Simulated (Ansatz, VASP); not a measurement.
PbSe: VASP beside Ansatz

Contents of INCAR:

```
PREC     = Accurate       # precision mode
ENCUT    = 520            # plane-wave cutoff, eV
EDIFF    = 1E-7           # SCF threshold, eV
ISMEAR   = -1             # smearing method
SIGMA    = 0.02           # smearing width, eV
LREAL    = F              # projectors in reciprocal space
LASPH    = T              # aspherical terms in the spheres
NELM     = 100            # most SCF steps
ALGO     = Normal         # electronic algorithm
ISIF     = 2              # what is computed and relaxed
LWAVE    = F              # write WAVECAR
LCHARG   = F              # write CHGCAR
GGA      = PE             # functional
NBANDS   = 28             # bands
```

The input KPOINTS:

```
regular mesh
0
Gamma
  6 6 4
```

The input POSCAR:

```
PbSe
1.0
    4.3929328101      0.0000000000      0.0000000000
   -2.1964664050      3.8043914106      0.0000000000
    0.0000000000      0.0000000000      7.7250388352
Pb Se
2 2
Direct
    0.0000000000      0.0000000000      0.0000000000
    0.0000000000      0.0000000000      0.5000000000
    0.3333333333      0.6666666667      0.2500000000
    0.6666666667      0.3333333333      0.7500000000
```

Input for Ansatz:

```yaml
crystal:
  lattice:
    - [4.3929328101, 0.0, 0.0]
    - [-2.196466405, 3.8043914106, 0.0]
    - [0.0, 0.0, 7.7250388352]
  atoms:
    - { symbol: Pb, position: [0.0, 0.0, 0.0] }
    - { symbol: Pb, position: [0.0, 0.0, 0.5] }
    - { symbol: Se, position: [0.3333333333, 0.6666666667, 0.25] }
    - { symbol: Se, position: [0.6666666667, 0.3333333333, 0.75] }
kpoints:
  mp_grid: { grid: [6, 6, 4] }
hamiltonian:
  xc: pbe
scf:
  occupations: { method: fermi_dirac, width: 0.02 }
  n_extra_bands: 5
output:
  forces: true
  stress: true
  eigenvalues: true
```

Alike in both runs: task single point; functional PBE; k mesh 6 × 6 × 4; occupations fermi-dirac, width 0.02 eV; no spin polarisation.

|  | VASP | Ansatz |
| --- | --- | --- |
| version | VASP 6.6.1 | Ansatz 0.2.0 |
| potentials or method | VASP PAW PBE potentials, release 64 (Pb_d, Se) | plane waves, PAW |
| plane-wave cutoff (eV) | 520 | 420 |
| valence electrons in the cell | 40 | 60 |

```tsv
	VASP	Ansatz	Ansatz less VASP
pressure (GPa)	-2.3	-2.3	+0.02
largest component of the traceless stress (GPa)	0.30	0.30	-0.001
```

The two sets of potentials don't hold the same shells in valence.

Caveats: spin-orbit coupling is left out, which as a rule narrows the gap of such compounds by several tenths of an eV.
